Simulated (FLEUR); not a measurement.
# Ge (Fd-3m) in FLEUR: notebook

Runs on Ge. Level: Wu-Cohen GGA. Tasks: band structure, equation of state.

Program: FLEUR MaX-R8.1 (later development tree). These are calculated values, not measurements. Logs are shortened: lines on timing, memory, paths and dates and some standing lists are left out, and cuts for length are marked.

**Measured values to compare with.**

“Electronic and optical properties of SixGe1-x-ySny alloys lattice-matched to Ge”, 2021, arxiv:2109.02782 reports, for a bulk crystal of Ge at 300 K: band gap 0.807 eV (direct).

From “Sub-monolayer structures of Ag overlayers on Ge(111): experimental observations and first-principles study”, 2019, arxiv:1908.00180, for a bulk crystal of Ge: bulk modulus 75.8 GPa.

The runs below are set against these values where they give the same quantity.

## (1) The structure

The structure is cubic, space group Fd-3m (No. 227). Conventional cell: a = 5.658 Å, b = 5.658 Å, c = 5.658 Å, α = 90.00°, β = 90.00°, γ = 90.00°. Ge (site symmetry -43m) has 4 Ge at 2.45 Å as nearest neighbours.

## (2) Band structure, Wu-Cohen GGA

Input file inp.xml:

```xml
<?xml version="1.0" encoding="UTF-8" standalone="no"?>
<fleurInput fleurInputVersion="0.39">
   <comment>
      Ge                                                                                                  
   </comment>
   <calculationSetup>
      <cutoffs Kmax="4.58" Gmax="14.2" GmaxXC="14.2" numbands="0"/>
      <scfLoop itmax="60" minDistance="0.00001" maxIterBroyd="15" imix="Anderson" alpha="0.05" precondParam="0.0" spinf="2.0" sdNocoIR="T"/>
      <coreElectrons ctail="T" frcor="F" kcrel="0" coretail_lmax="0"/>
      <xcFunctional name="wc" relativisticCorrections="F"/>
      <magnetism jspins="1"/>
      <soc l_soc="F" theta="0.0" phi="0.0" spav="F"/>
      <expertModes spex="0" secvar="F"/>
      <geometryOptimization l_f="F" forcealpha="1.0" forcemix="BFGS" epsdisp="0.00001" epsforce="0.00001"/>
      <ldaU l_linMix="F" mixParam="0.05" spinf="1.0"/>
   </calculationSetup>
   <cell>
      <bzIntegration valenceElectrons="44.0" mode="hist" fermiSmearingEnergy="0.00183747">
         <kPointListSelection listName="default-1"/>
         <!-- k-points included here -->
         <xi:include xmlns:xi="http://www.w3.org/2001/XInclude" href="kpts.xml"> </xi:include>
      </bzIntegration>
      <!-- symmetry operations included here -->
      <xi:include xmlns:xi="http://www.w3.org/2001/XInclude" href="sym.xml"> </xi:include>
      <bulkLattice scale="1.0">
         <bravaisMatrix>
            <row-1>    0.0000000000000000     5.3458651311421859     5.3458651311421859</row-1>
            <row-2>    5.3458651311421859     0.0000000000000000     5.3458651311421859</row-2>
            <row-3>    5.3458651311421859     5.3458651311421859     0.0000000000000000</row-3>
         </bravaisMatrix>
      </bulkLattice>
   </cell>
   <atomSpecies>
      <species name="Germanium (Ge)" element="Ge" atomicNumber="32">
         <mtSphere radius="2.14" gridPoints="707" logIncrement="0.017"/>
         <atomicCutoffs lmax="9" lnonsphr="7"/>
         <electronConfig flipSpins="F">
            <coreConfig>(1s1/2) (2s1/2) (2p1/2) (2p3/2)</coreConfig>
            <valenceConfig>(3s1/2) (3p1/2) (3p3/2) (4s1/2) (3d3/2) (3d5/2) (4p1/2) (4p3/2)</valenceConfig>
            <stateOccupation state="(4p1/2)" spinUp="0.333333" spinDown="0.333333"/>
            <stateOccupation state="(4p3/2)" spinUp="0.666667" spinDown="0.666667"/>
         </electronConfig>
         <energyParameters s="4" p="4" d="3" f="4"/>
         <lo type="SCLO" l="0" n="3" eDeriv="0"/>
         <lo type="SCLO" l="1" n="3" eDeriv="0"/>
         <lo type="SCLO" l="1" n="3" eDeriv="1"/>
         <lo type="HELO" l="2" n="4" eDeriv="0"/>
         <lo type="HELO" l="2" n="4" eDeriv="1"/>
         <lo type="SCLO" l="3" n="4" eDeriv="2"/>
      </species>
   </atomSpecies>
   <atomGroups>
      <atomGroup species="Germanium (Ge)">
         <relPos label="                   1">-3.000/8.000 -3.000/8.000 -3.000/8.000</relPos>
         <relPos label="                   2">3.000/8.000 3.000/8.000 3.000/8.000</relPos>
         <force calculate="T" relaxXYZ="TTT"/>
      </atomGroup>
   </atomGroups>
   <output dos="F" band="F" slice="F">
      <checks vchk="F" cdinf="F"/>
      <bandDOS minEnergy="-.5*Htr" maxEnergy="0.5*Htr" sigma="0.015" storeEVData="T"/>
      <vacuumDOS vacdos="F" integ="F" star="F" nstars="0" locx1="0.0" locy1="0.0" locx2="0.0" locy2="0.0" nstm="0" tworkf="0.0"/>
      <unfoldingBand unfoldBand="F" supercellX="1" supercellY="1" supercellZ="1"/>
      <plotting iplot="0" polar="F">
         <plot TwoD="T" vec1="  1.0  0.0  0.0" vec2="  0.0  1.0  0.0" vec3="  0.0  0.0  1.0" zero="  0.0  0.0  0.0" file="plot"/>
      </plotting>
      <chargeDensitySlicing numkpt="0" minEigenval="0.0" maxEigenval="0.0" nnne="0" pallst="F"/>
      <specialOutput eonly="F"/>
      <moessbauerParams electricFieldGradient="T" isomerShift="T" coreHyperfine="T" valenceHyperfine="T"/>
      <magneticCircularDichroism mcd="F" energyLo="-10.0" energyUp="0.0"/>
   </output>
  <!-- We include the file relax.xml here to enable relaxations (see documentation) -->
  <xi:include xmlns:xi="http://www.w3.org/2001/XInclude" href="relax.xml"> <xi:fallback/> </xi:include>
</fleurInput>
```

Input file crystal.txt:

```
Ge
&input cartesian=F /
0.0000000000  2.8289100000  2.8289100000
2.8289100000  0.0000000000  2.8289100000
2.8289100000  2.8289100000  0.0000000000
1.8897261246
1.0 1.0 1.0

2
32 0.7500000000  0.7500000000  0.7500000000
32 0.5000000000  0.5000000000  0.5000000000

&kpt div1=8 div2=8 div3=8 gamma=T /
```

Input file inp.xml (bands):

```
<?xml version="1.0" encoding="UTF-8" standalone="no"?>
<fleurInput fleurInputVersion="0.39">
   <comment>
      Ge                                                                                                  
   </comment>
   <calculationSetup>
      <cutoffs Kmax="4.58" Gmax="14.2" GmaxXC="14.2" numbands="0"/>
      <scfLoop itmax="60" minDistance="0.00001" maxIterBroyd="15" imix="Anderson" alpha="0.05" precondParam="0.0" spinf="2.0" sdNocoIR="T"/>
      <coreElectrons ctail="T" frcor="F" kcrel="0" coretail_lmax="0"/>
      <xcFunctional name="wc" relativisticCorrections="F"/>
      <magnetism jspins="1"/>
      <soc l_soc="F" theta="0.0" phi="0.0" spav="F"/>
      <expertModes spex="0" secvar="F"/>
      <geometryOptimization l_f="F" forcealpha="1.0" forcemix="BFGS" epsdisp="0.00001" epsforce="0.00001"/>
      <ldaU l_linMix="F" mixParam="0.05" spinf="1.0"/>
   </calculationSetup>
   <cell>
      <bzIntegration valenceElectrons="44.0" mode="hist" fermiSmearingEnergy="0.00183747">
         <kPointListSelection listName="path-1"/>
         <!-- k-points included here -->
         <xi:include xmlns:xi="http://www.w3.org/2001/XInclude" href="kpts.xml"> </xi:include>
      </bzIntegration>
      <!-- symmetry operations included here -->
      <xi:include xmlns:xi="http://www.w3.org/2001/XInclude" href="sym.xml"> </xi:include>
      <bulkLattice scale="1.0">
         <bravaisMatrix>
            <row-1>    0.0000000000000000     5.3458651311421859     5.3458651311421859</row-1>
            <row-2>    5.3458651311421859     0.0000000000000000     5.3458651311421859</row-2>
            <row-3>    5.3458651311421859     5.3458651311421859     0.0000000000000000</row-3>
         </bravaisMatrix>
      </bulkLattice>
   </cell>
   <atomSpecies>
      <species name="Germanium (Ge)" element="Ge" atomicNumber="32">
         <mtSphere radius="2.14" gridPoints="707" logIncrement="0.017"/>
         <atomicCutoffs lmax="9" lnonsphr="7"/>
         <electronConfig flipSpins="F">
            <coreConfig>(1s1/2) (2s1/2) (2p1/2) (2p3/2)</coreConfig>
            <valenceConfig>(3s1/2) (3p1/2) (3p3/2) (4s1/2) (3d3/2) (3d5/2) (4p1/2) (4p3/2)</valenceConfig>
            <stateOccupation state="(4p1/2)" spinUp="0.333333" spinDown="0.333333"/>
            <stateOccupation state="(4p3/2)" spinUp="0.666667" spinDown="0.666667"/>
         </electronConfig>
         <energyParameters s="4" p="4" d="3" f="4"/>
         <lo type="SCLO" l="0" n="3" eDeriv="0"/>
         <lo type="SCLO" l="1" n="3" eDeriv="0"/>
         <lo type="SCLO" l="1" n="3" eDeriv="1"/>
         <lo type="HELO" l="2" n="4" eDeriv="0"/>
         <lo type="HELO" l="2" n="4" eDeriv="1"/>
         <lo type="SCLO" l="3" n="4" eDeriv="2"/>
      </species>
   </atomSpecies>
   <atomGroups>
      <atomGroup species="Germanium (Ge)">
         <relPos label="                   1">-3.000/8.000 -3.000/8.000 -3.000/8.000</relPos>
         <relPos label="                   2">3.000/8.000 3.000/8.000 3.000/8.000</relPos>
         <force calculate="T" relaxXYZ="TTT"/>
      </atomGroup>
   </atomGroups>
   <output dos="F" band="T" slice="F">
      <checks vchk="F" cdinf="F"/>
      <bandDOS minEnergy="-.5*Htr" maxEnergy="0.5*Htr" sigma="0.015" storeEVData="T"/>
      <vacuumDOS vacdos="F" integ="F" star="F" nstars="0" locx1="0.0" locy1="0.0" locx2="0.0" locy2="0.0" nstm="0" tworkf="0.0"/>
      <unfoldingBand unfoldBand="F" supercellX="1" supercellY="1" supercellZ="1"/>
      <plotting iplot="0" polar="F">
         <plot TwoD="T" vec1="  1.0  0.0  0.0" vec2="  0.0  1.0  0.0" vec3="  0.0  0.0  1.0" zero="  0.0  0.0  0.0" file="plot"/>
      </plotting>
      <chargeDensitySlicing numkpt="0" minEigenval="0.0" maxEigenval="0.0" nnne="0" pallst="F"/>
      <specialOutput eonly="F"/>
      <moessbauerParams electricFieldGradient="T" isomerShift="T" coreHyperfine="T" valenceHyperfine="T"/>
      <magneticCircularDichroism mcd="F" energyLo="-10.0" energyUp="0.0"/>
   </output>
  <!-- We include the file relax.xml here to enable relaxations (see documentation) -->
  <xi:include xmlns:xi="http://www.w3.org/2001/XInclude" href="relax.xml"> <xi:fallback/> </xi:include>
</fleurInput>
```

Potentials or basis: all-electron, FLAPW.

Run with:

```sh
> inpgen -f crystal.txt -profile fastHighL
> # inp.xml edited to the form shown
> fleur_MPI
> fleur_MPI   # second run, on inp.xml (bands)
```

The log of the run:

```text
Welcome to FLEUR        (www.flapw.de)
      MaX-Release 8.1          (www.max-centre.eu)

 ========== k-point set info ==========
 Selected k-point list: default-1
 k-point list type: mesh
 8 x 8 x 8
 Number of k points: 29

 ------------Calculation Setup---------------------------
 Number of MPI-tasks      :            1
 Number of PE/node        :            1
 Number of OMP-threads    :            1
 Most efficient MPI parallelization for:
           1          29
 Additional eigenvalue parallelization possible
 Number of basis functions:          615
 Approximate size of matrices (H+S) per k-point:         0.006 GB
 --------------------------------------------------------
 Iteration:     1   Distance:       6.44703209 me/bohr^3
 Iteration:     2   Distance:       6.03770591 me/bohr^3
 Iteration:     3   Distance:       2.30346393 me/bohr^3
 Iteration:     4   Distance:       0.36877915 me/bohr^3
 Iteration:     5   Distance:       0.32317899 me/bohr^3
 Iteration:     6   Distance:       0.04226165 me/bohr^3
 Iteration:     7   Distance:       0.04372071 me/bohr^3
 Iteration:     8   Distance:       0.00570847 me/bohr^3
 Iteration:     9   Distance:       0.00067419 me/bohr^3
 Iteration:    10   Distance:       0.00034597 me/bohr^3
 Iteration:    11   Distance:       0.00002709 me/bohr^3
 Iteration:    12   Distance:       0.00001498 me/bohr^3
 Iteration:    13   Distance:       0.00000086 me/bohr^3

 ********************************************************************
 Run finished successfully
 Stop message:
   all done
 ********************************************************************
```

output (bands):

```text
Welcome to FLEUR        (www.flapw.de)
      MaX-Release 8.1          (www.max-centre.eu)

 ========== k-point set info ==========
 Selected k-point list: path-1
 k-point list type: path
 Number of k points: 60

 ------------Calculation Setup---------------------------
 Number of MPI-tasks      :            1
 Number of PE/node        :            1
 Number of OMP-threads    :            1
 Most efficient MPI parallelization for:
           1           2           3           4           5           6          10          12          15          20          30          60
 Additional eigenvalue parallelization possible
 Number of basis functions:          615
 Approximate size of matrices (H+S) per k-point:         0.006 GB
 --------------------------------------------------------
 Fermi energy correction for metals:
 Fermi energy in bands.* files may not be consistent with last density.
 Please correct it manually (e.g. in band.gnu file).

 Note: Band structure data (together with different weights) is also stored in the banddos.hdf file.
       A convenient way of extracting and plotting the data from that file is by making use of the

 ********************************************************************
 Run finished successfully
 Stop message:
   Charge density postprocessing done.
 ********************************************************************
```

out.xml (last iteration):

```text
<iteration numberForCurrentRun="   13" overallNumber="   13">
         <energyParameters units="Htr">
            <atomicEP atomType="1" spin="1" branch="4s" branchLowest="-5.78" branchHighest="1.04" value="-0.1630993311"/>
            <atomicEP atomType="1" spin="1" branch="4p" branchLowest="-3.84" branchHighest="1.75" value="0.0483081039"/>
            <atomicEP atomType="1" spin="1" branch="3d" branchLowest="-9.99" branchHighest="-0.65" value="-0.6757274834"/>
            <atomicEP atomType="1" spin="1" branch="4f" branchLowest="-9.99" branchHighest="3.68" value="0.4056484530"/>
            <loAtomicEP atomType="1" spin="1" branch="3s" branchLowest="-49.98" branchHighest="-5.78" value="-5.7848818269"/>
            <loAtomicEP atomType="1" spin="1" branch="3p" branchLowest="-43.64" branchHighest="-3.84" value="-3.8498952371"/>
            <loAtomicEP atomType="1" spin="1" branch="3p" branchLowest="-43.64" branchHighest="-3.84" value="-3.8498952371"/>
            <heloAtomicEP atomType="1" spin="1" branch="4d" branchLowest="2.16" branchHighest="2.16" value="2.1558739416"/>
            <heloAtomicEP atomType="1" spin="1" branch="4d" branchLowest="2.16" branchHighest="2.16" value="2.1558739416"/>
            <loAtomicEP atomType="1" spin="1" branch="4f" branchLowest="-9.99" branchHighest="3.68" value="0.4056524827"/>
         </energyParameters>
         <eigenvalues>
            <eigenvaluesAt spin="1" ikpt="1" k_x="0.00000000" k_y="0.00000000" k_z="0.00000000">
                      -5.7849234663       -5.7848361844       -3.8479515545       -3.8479515545       -3.8479515545
                      -3.8476305996       -3.8476305996       -3.8476305996       -0.6886354653       -0.6886354653
                      -0.6886354653       -0.6872946103       -0.6872946103       -0.6795295826       -0.6795295826
                      -0.6795295826       -0.6790531018       -0.6790531018       -0.2462705784        0.2219701264
                       0.2243250159        0.2243250159        0.2243250159        0.3173061903        0.3173061903
                       0.3173061903        0.4518206189        0.5717788366        0.5717788366        0.6162448410
                       0.6162448410        0.6162448410        0.7222210835        1.1438145342
            </eigenvaluesAt>
            <eigenvaluesAt spin="1" ikpt="2" k_x="0.00000000" k_y="0.00000000" k_z="0.12500000">
                      -5.7849209377       -5.7848386204       -3.8479542395       -3.8479542395       -3.8479455734
[... 38 lines left out ...]
            <state n="2" l="0" j="0.5" energy="-49.9832083970" weight="1.0000000000"/>
            <state n="2" l="1" j="0.5" energy="-44.4337740518" weight="1.0000000000"/>
            <state n="2" l="1" j="1.5" energy="-43.2621816230" weight="2.0000000000"/>
         </coreStates>
         <allElectronCharges>
            <spinDependentCharge spin="1" total="64.0000000" interstitial="4.1107861" mtSpheres="59.8892139"/>
            <totalCharge value="64.0000000009"/>
         </allElectronCharges>
         <moessbauerParams unitsHFF="kG" unitsIS="e/bohr^3" unitsEFG="Htr/bohr^2">
            <coreIsomerShift atomType="1" isTotal="31427.39865">
               <shell n="1" l="0" isomerShift="28532.63942"/>
               <shell n="2" l="0" isomerShift="2869.52680"/>
               <shell n="2" l="1" isomerShift="25.23243"/>
            </coreIsomerShift>
            <isomerShift atomType="1" nucleusRadius="0.0000986" averageDensity="31896.17562"/>
            <electricFieldGradient atomType="1" VXX="0.00000" VYY="0.00000" VZZ="0.00000" asymParam="0.00000">
            </electricFieldGradient>
         </moessbauerParams>
         <totalEnergy                                    value="    -4197.2222826446" units="Htr">
            <sumOfEigenvalues                            value="    -2415.4808543700">
               <coreElectrons value="-2332.6233268278"/>
               <valenceElectrons value="-82.8575275422"/>
            </sumOfEigenvalues>
            <densityCoulombPotentialIntegral value="-6493.2574848497"/>
            <densityEffectivePotentialIntegral value="-6700.4536313190"/>
            <chargeDenXCDenIntegral value="-158.5524754058"/>
            <FockExchangeEnergyValence value="0.0000000000"/>
            <FockExchangeEnergyCore value="0.0000000000"/>
            <atomTypeDependentContributions atomType="1">
               <electronNucleiInteractionDifferentMTs value="5043.7578066235"/>
               <MadelungTerm value="-33.2560351395"/>
            </atomTypeDependentContributions>
            <tkbTimesEntropy value="0.0000355964"/>
            <freeEnergy value="-4197.2223182410"/>
            <extrapolationTo0K value="-4197.2223004428"/>
         </totalEnergy>
         <densityConvergence units="me/bohr^3">
            <chargeDensity spin="1" distance="0.0000008633"/>
         </densityConvergence>
      </iteration>
```

It took 44 s on 1 thread of Arm Neoverse V1, shared host; peak memory 0.06 GiB.

What came out:

- Free energy: -114212.2377 eV
- Band gap along the path: none (metal or under the smearing width)
- Valence electrons inside the program's atomic spheres: Ge 19.94 (radii Ge 2.14 bohr)

Levels at the corners of the path, in eV from the Fermi level:
```tsv
point	band 18	band 19	band 20	band 21	band 22	band 23	band 24	band 25	band 26	band 27
Γ	-24.59	-12.81	-0.07	0.00	0.00	0.00	2.53	2.53	2.53	6.19
X	-24.54	-8.92	-8.92	-3.09	-3.09	0.65	0.65	9.46	9.46	11.48
W	-24.53	-8.82	-8.82	-3.94	-3.94	4.27	4.27	4.62	4.62	10.94
K	-24.53	-9.39	-8.33	-4.37	-2.64	1.06	4.01	7.14	7.34	8.08
Γ	-24.59	-12.81	-0.07	0.00	0.00	0.00	2.53	2.53	2.53	6.19
L	-24.56	-10.71	-7.64	-1.41	-1.41	0.09	3.70	3.70	6.94	10.39
U	-24.53	-9.39	-8.33	-4.37	-2.64	1.06	4.01	7.14	7.34	8.08
W	-24.53	-8.82	-8.82	-3.94	-3.94	4.27	4.27	4.62	4.62	10.94
L	-24.56	-10.71	-7.64	-1.41	-1.41	0.09	3.70	3.70	6.94	10.39
K	-24.53	-9.39	-8.33	-4.37	-2.64	1.06	4.01	7.14	7.34	8.08
U	-24.53	-9.39	-8.33	-4.37	-2.64	1.06	4.01	7.14	7.34	8.08
X	-24.54	-8.92	-8.92	-3.09	-3.09	0.65	0.65	9.46	9.46	11.48
```

Core levels (eV from the Fermi level):
```
atom                                                       levels
1 Ge  1s1/2 -10950.9, 2s1/2 -1366.2, 2p1/2 -1215.2, 2p3/2 -1183.3
2 Ge  1s1/2 -10950.9, 2s1/2 -1366.2, 2p1/2 -1215.2, 2p3/2 -1183.3
```

Caveat: this crystal is a semiconductor, whose small gap the functional closes, so the metal is an error of the method.

(Continued in part 2 of 2.)
